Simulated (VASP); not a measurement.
# Zn (Im-3m) in VASP: a series of runs

Runs on Zn. Level: LDA. Tasks: single point.

Program: VASP 6.6.1. These are calculated values, not measurements. Logs are shortened: lines on timing, memory, paths and dates and some standing lists are left out, and cuts for length are marked.

### Step 1. Starting point

Symmetry: Im-3m, No. 229, cubic system. The conventional cell has a = 3.138 Å, b = 3.138 Å, c = 3.138 Å, α = 90.00°, β = 90.00°, γ = 90.00°. Around Zn (site symmetry m-3m) lie 8 Zn at 2.72 Å.

This isn't the form of Zn at room conditions, which is hcp.

### Step 2. Single point, LDA

Contents of INCAR:

```
SYSTEM = Zn
PREC = Accurate
ENCUT = 900
EDIFF = 1E-7
ISMEAR = -1
SIGMA = 0.15
LREAL = .False.
LASPH = .True.
NELM = 100
ALGO = Normal
ISIF = 2
LWAVE = .False.
LCHARG = .False.
NBANDS = 12
ADDGRID = .False.
```

Contents of KPOINTS:

```
Automatic mesh
0
Gamma
  11 11 11
  0 0 0
```

Contents of POSCAR:

```
Zn
1.0
   -1.5690370000      1.5690370000      1.5690370000
    1.5690370000     -1.5690370000      1.5690370000
    1.5690370000      1.5690370000     -1.5690370000
Zn
1
Direct
    0.0000000000      0.0000000000      0.0000000000
```

Potentials or basis: VASP PAW LDA potentials, release 64 (Zn).

The run is started by

```bash
$ cat potpaw_LDA.64/Zn/POTCAR > POTCAR
$ mpirun -np 1 vasp_std > vasp.out
```

OUTCAR:

```text
SYSTEM = Zn
   PREC = Accurate
   ENCUT = 900
   EDIFF = 1E-7
   ISMEAR = -1
   LREAL = .False.
   LASPH = .True.
   NELM = 100
   ISIF = 2

 Found     56 irreducible k-points:

 Following reciprocal coordinates:
            Coordinates               Weight
  0.000000  0.000000  0.000000      1.000000
  0.090909  0.000000  0.000000     12.000000
  0.181818  0.000000  0.000000     12.000000
  0.272727  0.000000  0.000000     12.000000
  0.363636  0.000000  0.000000     12.000000
  0.454545  0.000000  0.000000     12.000000
   k-points           NKPTS =     56   k-points in BZ     NKDIM =     56   number of bands    NBANDS=     12
   number of dos      NEDOS =    301   number of ions     NIONS =      1
   total plane-waves  NPLWV =  21952
   dimension x,y,z NGX =    28 NGY =   28 NGZ =   28
   dimension x,y,z NGXF=    56 NGYF=   56 NGZF=   56
   ions per type =               1
   NGX,Y,Z   is equivalent  to a cutoff of  17.13, 17.13, 17.13 a.u.
   NGXF,Y,Z  is equivalent  to a cutoff of  34.26, 34.26, 34.26 a.u.
 SYSTEM =  Zn
   PREC   = accura    normal or accurate (medium, high low for compatibility)
   ISTART =      0    job   : 0-new  1-cont  2-samecut
   ICHARG =      2    charge: 1-file 2-atom 10-const
   ISPIN  =      1    spin polarized calculation?
   LNONCOLLINEAR =      F non collinear calculations
   LSORBIT =      F    spin-orbit coupling
   LASPH  =      T    aspherical Exc in radial PAW
   ENCUT  =  900.0 eV  66.15 Ry    8.13 a.u.   6.65  6.65  6.65*2*pi/ulx,y,z
   NELM   =    100;   NELMIN=  2; NELMDL= -5     # of ELM steps
   EDIFF  = 0.1E-06   stopping-criterion for ELM
   LREAL  =      F    real-space projection
   EDIFFG = 0.1E-05   stopping-criterion for IOM
   NSW    =      0    number of steps for IOM
   IBRION =     -1    ionic relax: 0-MD 1-quasi-New 2-CG
   NFREE  =      0    steps in history (QN), initial steepest desc. (CG)
   ISIF   =      2    stress and relaxation
   ISYM   =      2    0-nonsym 1-usesym 2-fastsym
   POTIM  = 0.5000    time-step for ionic-motion
   TEBEG  =    0.0;   TEEND  =   0.0 temperature during run
   PSTRESS=    0.0 pullay stress
   NELECT =      12.0000    total number of electrons
   NUPDOWN=      -1.0000    fix difference up-down
   EMIN   =  10.00;   EMAX   =-10.00  energy-range for DOS
   EFERMI =   0.00;   METHOD = LEGACY
   ISMEAR =    -1;   SIGMA  =   0.15  broadening in eV -4-tet -1-fermi 0-gaus
   EFERMI_NEDOS =   21; number of points for ismear=-14 and -15
   IALGO  =     38    algorithm
   IMIX   =      4    mixing-type and parameters
     AMIX     =   0.40;   BMIX     =  1.00
     AMIX_MAG =   1.60;   BMIX_MAG =  1.00
  volume/ion in A,a.u.               =      15.45       104.27
  Fermi-wavevector in a.u.,A,eV,Ry     =   1.504811  2.843681 30.809811  2.264457
  Thomas-Fermi vector in A             =   2.615742
   LORBIT       =      0    0 simple, 1 ext, 2 COOP (PROOUT), +10 PAW based schemes
   GGA     = CA    functional components
   LHFCALC =     F    Hartree Fock is set to
   AEXX    =    0.0000 exact exchange contribution
   IVDW    =     0    specifies the selected vdW correction
   LEPSILON=     F    determine dielectric tensor
   LRPA    =     F    only Hartree local field effects (RPA)
 non-spin polarized calculation
  energy-cutoff  :      900.00
  volume of cell :       15.45
 maximum number of plane-waves:       959
   NGX = 13   NGY = 13   NGZ = 13

 number of electron      12.0000001 magnetization

 Free energy of the ion-electron system (eV)
  ---------------------------------------------------
  ext. energy  EPLUGINS =         0.00000000
  ---------------------------------------------------
  free energy    TOTEN  =        -1.74061460 eV

  energy without entropy =       -1.71647121  energy(sigma->0) =       -1.72854290

 E-fermi :   2.7869     XC(G=0): -11.8174

 val. band max:        2.7272017968   @ k =   0.4545   0.0000   0.0000
 cond. band min:       2.9431688154   @ k =  -0.4545   0.4545   0.0909
 fundamental gap:      0.2159670186
 Fermi energy:         2.7869243645

 k-point     1 :       0.0000    0.0000    0.0000
  band No.  band energies     occupation
      1      -7.4886      2.00000
      2      -4.9906      2.00000
      3      -4.9906      2.00000
      4      -4.9906      2.00000
      5      -4.4872      2.00000
      6      -4.4872      2.00000
      7      21.5719      0.00000
      8      21.5719      0.00000
      9      21.5719      0.00000
     10      23.6933      0.00000
     11      23.6933      0.00000
     12      23.6933      0.00000

 k-point     2 :       0.0909    0.0000    0.0000
  band No.  band energies     occupation
      1      -7.2294      2.00000
      2      -5.0145      2.00000
      3      -4.9841      2.00000
      4      -4.9299      2.00000
      5      -4.5089      2.00000
      6      -4.4858      2.00000
      7      18.5918      0.00000
      8      20.0365      0.00000
      9      20.6014      0.00000
     10      22.1435      0.00000
     11      22.1517      0.00000
     12      23.3967      0.00000

 k-point     3 :       0.1818    0.0000    0.0000
  band No.  band energies     occupation
      1      -6.4987      2.00000
      2      -5.0782      2.00000
      3      -4.9371      2.00000
      4      -4.7628      2.00000
      5      -4.5466      2.00000
      6      -4.4810      2.00000
      7      14.0716      0.00000
      8      17.8723      0.00000
      9      18.7859      0.00000
     10      20.5508      0.00000
     11      21.1167      0.00000
     12      24.0984      0.00000

 k-point     4 :       0.2727    0.0000    0.0000
  band No.  band energies     occupation
      1      -5.7188      2.00000
      2      -5.1613      2.00000
      3      -4.5613      2.00000
      4      -4.5341      2.00000
      5      -4.4730      2.00000
      6      -4.4472      2.00000
      7       9.8239      0.00000
      8      16.0504      0.00000
      9      17.2205      0.00000
     10      19.3712      0.00000
     11      20.3344      0.00000
     12      25.4928      0.00000

 k-point     5 :       0.3636    0.0000    0.0000
  band No.  band energies     occupation
      1      -5.5804      2.00000
      2      -5.2371      2.00000
      3      -4.5375      2.00000
      4      -4.4636      2.00000
      5      -4.3129      2.00000
      6      -2.8266      2.00000
      7       5.9996      0.00000
      8      14.7471      0.00000
      9      16.1250      0.00000
     10      18.6039      0.00000
     11      19.8333      0.00000
     12      27.4167      0.00000

 k-point     6 :       0.4545    0.0000    0.0000
  band No.  band energies     occupation
      1      -5.6101      2.00000
      2      -5.2820      2.00000
      3      -4.5182      2.00000
      4      -4.4572      2.00000
      5      -4.1757      2.00000
      6      -0.5771      2.00000
      7       2.7272      1.19649
      8      14.0650      0.00000
      9      15.5641      0.00000
     10      18.2269      0.00000
     11      19.5947      0.00000
     12      29.6640      0.00000

 [... further k-points ...]

------------------------ aborting loop because EDIFF is reached ----------------------------------------

  FORCE on cell =-STRESS in cart. coord.  units (eV):
  Direction    XX          YY          ZZ          XY          YZ          ZX
  --------------------------------------------------------------------------------------
  -------------------------------------------------------------------------------------
  Total       -0.8034053     -0.8034053     -0.8034053     -0.0000000      0.0000000     -0.0000000
  in kB      -83.3078143    -83.3078143    -83.3078143     -0.0000000      0.0000000     -0.0000000
  external PRESSURE =     -83.3078143 kB  Pullay stress =       0.0000000 kB

 VOLUME and BASIS-vectors are now :
 -----------------------------------------------------------------------------
  energy-cutoff  :      900.00
  volume of cell :       15.45
      direct lattice vectors                 reciprocal lattice vectors
    -1.569037000  1.569037000  1.569037000     0.000000000  0.318666800  0.318666800
     1.569037000 -1.569037000  1.569037000     0.318666800  0.000000000  0.318666800
     1.569037000  1.569037000 -1.569037000     0.318666800  0.318666800  0.000000000

 POSITION                                       TOTAL-FORCE (eV/Angst)
 -----------------------------------------------------------------------------------
      0.00000      0.00000      0.00000         0.000000      0.000000     -0.000000
 -----------------------------------------------------------------------------------
    total drift:                               -0.000000     -0.000000     -0.000000

  FREE ENERGIE OF THE ION-ELECTRON SYSTEM (eV)
  ---------------------------------------------------
  free  energy   TOTEN  =        -1.7406145978 eV

  energy  without entropy=       -1.7164712092  energy(sigma->0) =       -1.72854290
```

Run time: 10 s. Hardware: 1 thread of Intel Xeon Platinum 8488C (Sapphire Rapids), shared host; peak memory 0.15 GiB.

The run converged, but some of its settings lie outside the range that counts as converged, so its numbers aren't taken as properties of the crystal.

Results:

- Free energy: -1.7406 eV
- Pressure: -8.3 GPa
- Band gap on the k mesh: none (metal or under the smearing width)

(Continued in part 2 of 2.)
